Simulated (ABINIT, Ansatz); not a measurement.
# MgO (Fm-3m): G0W0 on several meshes in ABINIT, part 2 of 2

Wanted: mesh dependence and cost of G0W0 for MgO (Fm-3m).

ABINIT 10.8.3; PBE and many-body steps on it, plane waves. Known limits of the many-body steps: not at the basis limit.

So far. Step 4 (8×8×8): The gap on the mesh goes from 4.89 eV to 7.25 eV, a correction of +2.35 eV. Step 5 (Empty states on the mesh, 6×6×6 mesh, 152 bands): On this mesh the gap is 4.895 eV.

### Step 7. 6×6×6

This step: G0W0 on PBE, plane waves, norm-conserving pseudopotentials.

File run.abi:

```
acell 3*1.0 Angstrom
rprim 
  -0.000000000000 2.097001392700 2.097001392700
  2.097001392700 -0.000000000000 2.097001392700
  2.097001392700 2.097001392700 -0.000000000000
ntypat 2
znucl 12 8
natom 2
typat 1 2
xred 
  0.000000000000 0.000000000000 0.000000000000
  0.500000000000 0.500000000000 0.500000000000
pp_dirpath "pseudos"
pseudos "Mg.upf, O.upf"
ecut 38
ngkpt 6 6 6
nshiftk 1
shiftk 0 0 0
kptopt 1
chksymbreak 0
istwfk *1
occopt 1
irdwfk 1
optdriver 4
nband 144
gwcalctyp 0
ecutsigx 38
symsigma 1
nkptgw 1
kptgw 
  0.0000000000 0.0000000000 0.0000000000
bdgw 
  6 12
ecuteps 10.4
irdscr 1
ppmodel 1
indata_prefix "in"
outdata_prefix "out"
tmpdata_prefix "tmp"
```

The run is started by

```console
OMP_NUM_THREADS=1 mpirun -n 4 abinit run.abi > log
```

Output:

```text
.Version 10.8.3 of ABINIT. v10.8.2 released Aug 2026.

 Symmetries : space group Fm -3 m (#225); Bravais cF (face-center cubic)
[... echo of the input left out ...]
== DATASET  1 ==================================================================
-   mpi_nproc: 4, omp_nthreads: 1 (-1 if OMP is not activated)

--- !DatasetInfo
iteration_state: {dtset: 1, }
dimensions: {natom: 2, nkpt: 16, mband: 144, nsppol: 1, nspinor: 1, nspden: 1, mpw: 1411, }
cutoff_energies: {ecut:  38.0, pawecutdg:  -1.0, }
electrons: {nelect:   1.60000000E+01, charge:   0.00000000E+00, occopt:   1.00000000E+00, tsmear:   1.00000000E-02, }

 SIGMA: Calculation of the GW corrections

 Based on a program developped by R.W. Godby, V. Olevano, G. Onida, and L. Reining.
 Incorporated in ABINIT by V. Olevano, G.-M. Rignanese, and M. Torrent.
.Using double precision arithmetic ; gwpc =  8

[... cell and pseudopotentials left out ...]
--------------------------------------------------------------------------------

 ==== K-mesh for the wavefunctions ====
 Number of points in the irreducible wedge :    16
[... list of points left out ...]
 Together with 48 symmetry operations and time-reversal symmetry
 yields   216 points in the full Brillouin Zone.

 ==== Q-mesh for screening function ====
 Number of points in the irreducible wedge :    16
[... list of points left out ...]
 Together with 48 symmetry operations and time-reversal symmetry
 yields   216 points in the full Brillouin Zone.

 vcoul_init : cutoff-mode = AUXILIARY_FUNCTION
 q-points for optical limit:   1
     1)      0.000010    0.000020    0.000030
 setmesh: FFT mesh size selected  =    32x   32x   32
          total number of points  =        32768

 Number of electrons calculated from density =   16.0000; Expected =   16.0000
[...]
number of q-points in BZ                          216
 number of frequencies for dSigma/dE                 9
 frequency step for dSigma/dE [eV]                0.25
 number of omega for Sigma on real axis              0
 max omega for Sigma on real axis  [eV]           0.00
 zcut for avoiding poles [eV]                     0.10

 EPSILON^-1 parameters (SCR file):
 dimension of the eps^-1 matrix on file            181
 dimension of the eps^-1 matrix used               181
 number of plane-waves for wavefunctions          1411
 number of bands                                   144
 number of q-points in IBZ                          16
 number of frequencies                               2
 number of real frequencies                          1
 number of imag frequencies                          1

 matrix elements of self-energy operator (all in [eV])

 Perturbative Calculation

--- !SelfEnergy_ee
iteration_state: {dtset: 1, }
kpoint     : [   0.000,    0.000,    0.000, ]
spin       : 1
KS_gap     :    4.895
QP_gap     :    7.256
Delta_QP_KS:    2.361
data: !SigmaeeData |
     Band     E0 <VxcDFT>   SigX SigC(E0)      Z dSigC/dE  Sig(E)    E-E0       E
        6   4.841 -20.153 -25.631   3.624   0.808  -0.238 -21.650  -1.497   3.344
        7   4.841 -20.153 -25.631   3.624   0.808  -0.238 -21.650  -1.497   3.344
        8   4.841 -20.153 -25.631   3.624   0.808  -0.238 -21.650  -1.497   3.344
        9   9.736 -13.562  -8.944  -3.606   0.855  -0.170 -12.697   0.864  10.600
       10  20.877  -9.643  -3.728  -4.681   0.867  -0.154  -8.574   1.069  21.946
       11  20.877  -9.643  -3.728  -4.681   0.867  -0.154  -8.574   1.069  21.946
       12  20.877  -9.643  -3.728  -4.681   0.867  -0.154  -8.574   1.069  21.946

== END DATASET(S) ==============================================================
================================================================================

 -outvars: echo values of variables after computation  --------
           etotal      0.0000000000E+00
            nband         144
             nkpt          16
          spgroup         225
 [... the other variables as echoed above ...]

 Calculation completed.
```

Run time: 9 s. Hardware: 4 MPI ranks of Arm Neoverse V1, shared host; peak memory 0.78 GiB; 36 s of CPU time.

This step gave:

| Quantity | Value |
| --- | --- |
| G0W0 gap on the points computed | 7.256 eV |
| starting gap on the mesh | 4.895 eV |
| k of the valence top | 0, 0, 0 |
| k of the conduction bottom | 0, 0, 0 |
| Z at the valence top | 0.808 |
| Z at the conduction bottom | 0.855 |
| least direct G0W0 gap on the computed points | 7.256 eV |

Against G0W0 in ABINIT (8×8×8 mesh, 144 bands, screening to 283 eV, Godby-Needs plasmon pole), the gap moves by +0.009 eV.

### Step 8. Empty states on the mesh, 10×10×10 mesh, 152 bands

This step: DFT, PBE, plane waves, norm-conserving pseudopotentials.

Changes to run.abi since step 7:

```diff
@@ -15,3 +15,3 @@
 ecut 38
-ngkpt 6 6 6
+ngkpt 10 10 10
 nshiftk 1
@@ -20,18 +20,10 @@
 chksymbreak 0
+irdden 1
 istwfk *1
+nband 152
+prtvol 0
+optdriver 6
+gwr_task "HDIAGO"
+paral_kgb 0
 occopt 1
-irdwfk 1
-optdriver 4
-nband 144
-gwcalctyp 0
-ecutsigx 38
-symsigma 1
-nkptgw 1
-kptgw 
-  0.0000000000 0.0000000000 0.0000000000
-bdgw 
-  6 12
-ecuteps 10.4
-irdscr 1
-ppmodel 1
 indata_prefix "in"
```

Output:

```text
[banner, memory and clock lines left out]
.Version 10.8.3 of ABINIT. v10.8.2 released Aug 2026.

 Symmetries : space group Fm -3 m (#225); Bravais cF (face-center cubic)
[... echo of the input left out ...]
== DATASET  1 ==================================================================
-   mpi_nproc: 4, omp_nthreads: 1 (-1 if OMP is not activated)

--- !DatasetInfo
iteration_state: {dtset: 1, }
dimensions: {natom: 2, nkpt: 47, mband: 152, nsppol: 1, nspinor: 1, nspden: 1, mpw: 1411, }
cutoff_energies: {ecut:  38.0, pawecutdg:  -1.0, }
[...]
Integrated=    1.6000E+01

 === KS gaps after direct diagonalization ===
 Direct band gap semiconductor
 Fundamental gap:     4.895 (eV)
   VBM:     4.841 (eV) at k: [ 0.0000E+00,  0.0000E+00,  0.0000E+00]
   CBM:     9.736 (eV) at k: [ 0.0000E+00,  0.0000E+00,  0.0000E+00]
 Direct gap:         4.895 (eV) at k: [ 0.0000E+00,  0.0000E+00,  0.0000E+00]

== END DATASET(S) ==============================================================

 -outvars: echo values of variables after computation  --------
           etotal      0.0000000000E+00
            nband         152
             nkpt          47
          spgroup         225
 [... the other variables as echoed above ...]

 Calculation completed.
```

Wall time 28 s (4 MPI ranks); peak memory 0.7 GiB; 1.9 min of CPU time.

This step gave:

```
gap                                                           : 4.895 eV
k of the valence top                                          : 0, 0, 0
k of the conduction bottom                                    : 0, 0, 0
least direct gap                                              : 4.895 eV
k points computed                                             : 47
lowest point of the top converged band, above the valence top : 202.4992 eV
```

On this mesh the gap is 4.895 eV.

### Step 9. Screening, 10×10×10 mesh, 144 bands, screening to 283 eV

This step: RPA screening on PBE, plane waves, norm-conserving pseudopotentials.

Changes to run.abi since step 8:

```diff
@@ -20,10 +20,11 @@
 chksymbreak 0
-irdden 1
 istwfk *1
-nband 152
-prtvol 0
-optdriver 6
-gwr_task "HDIAGO"
-paral_kgb 0
 occopt 1
+irdwfk 1
+optdriver 3
+nband 144
+ecuteps 10.4
+inclvkb 2
+awtr 1
+symchi 1
 indata_prefix "in"
```

Output:

```text
.Version 10.8.3 of ABINIT. v10.8.2 released Aug 2026.

 Symmetries : space group Fm -3 m (#225); Bravais cF (face-center cubic)
[... echo of the input left out ...]
== DATASET  1 ==================================================================
-   mpi_nproc: 4, omp_nthreads: 1 (-1 if OMP is not activated)

--- !DatasetInfo
iteration_state: {dtset: 1, }
dimensions: {natom: 2, nkpt: 47, mband: 144, nsppol: 1, nspinor: 1, nspden: 1, mpw: 1411, }
cutoff_energies: {ecut:  38.0, pawecutdg:  -1.0, }
[...]
--------------------------------------------------------------------------------
[... chi0 elements left out ...]
 For q-point:  0.000010 0.000020 0.000030
  dielectric constant =   3.0048
  dielectric constant without local fields =   3.2244

  Average fulfillment of the sum rule on Im[epsilon] for q-point    1 :     83.30  [%]
[... wings left out ...]
  q-point number  2        q = ( 0.100000, 0.000000, 0.000000) [r.l.u.]
--------------------------------------------------------------------------------
[... chi0 elements left out ...]
  Average fulfillment of the sum rule on Im[epsilon] for q-point    2 :     96.47  [%]

 [... 45 further q-points ...]
```

The job ended after 31 min (4 MPI ranks; peak memory 2.7 GiB; 2.1 h of CPU time).

Numbers from this step:

| Property | Result |
| --- | --- |
| ε∞ with local fields, on this mesh, along the program's q direction | 3.005 |
| the same without local fields | 3.224 |
| plasma frequency | 34.59 eV |
| plane waves in the screening matrix | 181 |

### Step 10. 10×10×10

This step: G0W0 on PBE, plane waves, norm-conserving pseudopotentials.

Changes to run.abi since step 9:

```diff
@@ -23,8 +23,15 @@
 irdwfk 1
-optdriver 3
+optdriver 4
 nband 144
+gwcalctyp 0
+ecutsigx 38
+symsigma 1
+nkptgw 1
+kptgw 
+  0.0000000000 0.0000000000 0.0000000000
+bdgw 
+  6 12
 ecuteps 10.4
-inclvkb 2
-awtr 1
-symchi 1
+irdscr 1
+ppmodel 1
 indata_prefix "in"
```

Output:

```text
.Version 10.8.3 of ABINIT. v10.8.2 released Aug 2026.

 Symmetries : space group Fm -3 m (#225); Bravais cF (face-center cubic)
[... echo of the input left out ...]
== DATASET  1 ==================================================================
-   mpi_nproc: 4, omp_nthreads: 1 (-1 if OMP is not activated)

--- !DatasetInfo
iteration_state: {dtset: 1, }
dimensions: {natom: 2, nkpt: 47, mband: 144, nsppol: 1, nspinor: 1, nspden: 1, mpw: 1411, }
cutoff_energies: {ecut:  38.0, pawecutdg:  -1.0, }
[...]
10  20.877  -9.643  -3.735  -4.675   0.865  -0.156  -8.577   1.066  21.943
       11  20.877  -9.643  -3.735  -4.675   0.865  -0.156  -8.577   1.066  21.943
       12  20.877  -9.643  -3.735  -4.675   0.865  -0.156  -8.577   1.066  21.943

== END DATASET(S) ==============================================================
================================================================================

 -outvars: echo values of variables after computation  --------
           etotal      0.0000000000E+00
            nband         144
             nkpt          47
          spgroup         225
 [... the other variables as echoed above ...]

 Calculation completed.
```

Run time: 23 s. Hardware: 4 MPI ranks; peak memory 2.3 GiB.

This step gave:

* G0W0 gap on the points computed: 7.241 eV
* starting gap on the mesh: 4.895 eV
* k of the valence top: 0, 0, 0
* k of the conduction bottom: 0, 0, 0
* least direct G0W0 gap on the computed points: 7.241 eV

Against G0W0 in ABINIT (8×8×8 mesh, 144 bands, screening to 283 eV, Godby-Needs plasmon pole), the gap moves by −0.006 eV.

### Step 11. The runs together

Times are wall times on 4 MPI ranks of Arm Neoverse V1, shared host, good to a factor of about two. A run's time includes the screening step that it read.

| run | mesh | bands | screening cutoff (eV) | DFT gap (eV) | gap on the mesh (eV) | direct (eV) | ε∞ used | time |
| --- | --- | --- | --- | --- | --- | --- | --- | --- |
| 8×8×8 | 8×8×8 | 144 | 283 | 4.895 | 7.247 | 7.247 | 3.01 | 9.1 min |
| 6×6×6 | 6×6×6 | 144 | 283 | 4.895 | 7.256 | 7.256 | 3.02 | 2 min |
| 10×10×10 | 10×10×10 | 144 | 283 | 4.895 | 7.241 | 7.241 | 3.00 | 32 min |

### Step 12. Summary of results

| Item | Value |
| --- | --- |
| 8×8×8 | 7.247 eV |
| 6×6×6 | 7.256 eV |
| 10×10×10 | 7.241 eV |
| known limits | not at the basis limit |

What this shows: 6×6×6: +0.009 eV against 8×8×8. 10×10×10: −0.006 eV against 8×8×8. Bands and cutoff are finite, so the gap is not at the basis limit. The miss can reach some tenths of an eV and take either sign; the mesh is an error of its own. In the G0W0 runs levels were corrected at 1 k point alone, so a gap called «on the mesh» is the least over those, and an edge elsewhere would be missed.

[Paths, hosts, dates, memory and timing lines, banners, echoed tables and standing remarks are left out of the program output.]

[Logs are printed without paths, hosts, clocks, repeated set-up lines and the standing remarks that a program may print on its own settings, such as how far it seeks lower states.]

[Runs of the session that timed out or met a known fault of the program may be left out.]

[Hosts, paths, dates, database ids (printed as entryN), source tags and the programs' standing remarks are cut or masked in the printed files.]

[G0W0 gaps are taken among the corrected bands and points alone; a level outside them can change the order at an edge.]

[Where Ansatz stands beside ABINIT at settings called matched, ABINIT's density can come from a denser mesh and the files from another edition; pairs whose starting gaps differed by over 0.03 eV were left out, so agreement reads better than it is.]
